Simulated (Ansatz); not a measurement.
**Two structures of Mo: comparison of enthalpies under pressure in Python**

The task here is to estimate one member of a computed series from the others.

All numbers are computed with Ansatz 0.2.0, driven from Python. Level of theory: DFT PBE+D3(BJ), plane waves, PAW.

### The structure

Mo Fd-3m: Symmetry: Fd-3m, No. 227, cubic system. Conventional cell: a = 5.450 Å, b = 5.450 Å, c = 5.450 Å, α = 90.00°, β = 90.00°, γ = 90.00°. Around Mo (site symmetry -43m) lie 4 Mo at 2.36 Å.

Mo Pm-3m: The structure is cubic, space group Pm-3m (No. 221). Conventional cell: a = 2.580 Å, b = 2.580 Å, c = 2.580 Å, α = 90.00°, β = 90.00°, γ = 90.00°. Mo (site symmetry m-3m) has 6 Mo at 2.58 Å as nearest neighbours.

The script holds or builds the structure itself.

Set-up of the first run:

mo.py reads:

```python
# -*- coding: utf-8 -*-
"""Enthalpies of two structures of Mo under pressure."""

import logging
import sys
import warnings

import ansatz as az
import numpy as np

logging.basicConfig(stream=sys.stdout, format="%(levelname)s %(message)s")
logger = logging.getLogger("mo")
logger.setLevel(logging.INFO)


def diamond(A, a):
    return (
        az.Lattice.fcc(a)
        .space_group(227, origin_choice=1)
        .atom(A, (0, 0, 0))
        .primitive()
    )


def sc(A, a):
    return (
        az.Lattice.cubic(a)
        .space_group(221)
        .atom(A, (0, 0, 0))
    )


def run_phase(name, crystal, pressure=0.0):
    calc = (
        crystal.calculation()
        .functional("PBE", dispersion="D3(BJ)")
        .basis(460)
        .kpoints(spacing=0.27)
        .occupations("gaussian", width=0.1)
    )
    calc = calc.relax(force_tolerance=0.01, cell=True, pressure=pressure)
    return calc.run(threads=1)


def volume_per_atom(outcome):
    return abs(np.linalg.det(outcome.lattice.cell_ang)) / len(outcome.lattice.sites)


def main():
    warnings.simplefilter("ignore", az.DeckWarning)

    phases = {}
    phases["diamond"] = diamond("Mo", 5.45)
    phases["sc"] = sc("Mo", 2.58)

    # H = E + PV, with 1 eV per cubic angstrom equal to 160.2 GPa
    pressures = [0, 5, 10, 20]
    enthalpy, volume = {name: [] for name in phases}, {name: [] for name in phases}
    for p in pressures:
        for name, crystal in phases.items():
            o = run_phase(name, crystal, pressure=p)
            volume[name].append(volume_per_atom(o))
            enthalpy[name].append(o.report["energy_sigma0_ev"] / len(o.lattice.sites) + p * volume[name][-1] / 160.21766)
    gap = np.array(enthalpy["sc"]) - np.array(enthalpy["diamond"])
    rows = [(p, va, vb, 1000 * d) for p, va, vb, d in zip(pressures, volume["diamond"], volume["sc"], gap)]
    logger.info("   P (GPa)  V diamond (A^3/atom)  V sc (A^3/atom)  H(sc) - H(diamond) (meV/atom)")
    for row in rows:
        logger.info(f"{row[0]:10d}  {row[1]:20.3f}  {row[2]:15.3f}  {row[3]:+29.1f}")
    crossings = [p0 - g0 * (p1 - p0) / (g1 - g0) for p0, p1, g0, g1 in zip(pressures, pressures[1:], gap, gap[1:]) if g0 * g1 < 0]
    print("crossing near", [round(float(p), 1) for p in crossings], "GPa") if crossings else print("no crossing in this range")


if __name__ == "__main__":
    main()
```

Run with:

```bash
$ python mo.py
```

Steps of the session up to this table: Running it.

One of the session's tables, all rows but one given; the rest of the session is left out.

Enthalpy H = E + pV of the second structure less the first:

| pressure (GPa) | ΔH (meV/atom) |
| --- | --- |
| 0 | -968.9 |
| 5 | -1109.6 |
| 10 | ? |
| 20 | -1474.1 |

Estimate the missing values for pressure (GPa) = 10.

Worked estimate for «ΔH (meV/atom)». A straight line through the neighbours (5, -1109.6) and (20, -1474.1) gives -1109.6 + (-1474.1 + 1109.6) × (10 − 5) / (20 − 5) = -1231.1; a parabola fitted to 3 rows on both sides gives -1240.7.

**Answer.** ΔH (meV/atom): -1239.0. In «ΔH (meV/atom)» the line misses by +7.9 and the parabola by -1.7.

Caveats from the session: Reading the output:
- At a fixed pressure a relaxation lowers the enthalpy F + PV, while F alone can rise.
- Only these two structures are compared, at zero temperature and with their symmetry kept; either may be hypothetical, and another phase may be lower than both.
